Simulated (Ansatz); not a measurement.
Base system: GeTe (space group R3m, No. 160; layered).

```yaml
crystal:
  lattice:
    - [2.09351, 1.20869, 3.68680]
    - [-2.09351, 1.20869, 3.68680]
    - [0.00000, -2.41737, 3.68680]
  atoms:
    - { symbol: Ge, position: [0.23184, 0.23184, 0.23184] }
    - { symbol: Te, position: [0.76816, 0.76816, 0.76816] }
```

Cartesian axes are those of the cell as printed.

All numbers come from r2SCAN, PAW, 500 eV (Ansatz, a first-principles code; no spin-orbit coupling).

For the base:

The pressure is 0.00 GPa and the volume per atom is 27.99 Å³.

The change: biaxial strain −1.56 %, plane normal [001], relaxed out of plane (Cartesian); in-plane vectors clamped, the third vector and the atoms free.

Problem. What happens to the pressure?

Solution. The pressure (mean of the normal stresses, compression positive) goes from zero to 0.98 GPa.

Problem. Predict the new volume per atom.

Solution. The volume per atom falls by 0.34 Å³ (27.99 Å³ → 27.65 Å³).

No phonon test of stability was made. No dispersion term is included, though the crystal is made of layers, chains or molecules, so its spacings can come out too wide.
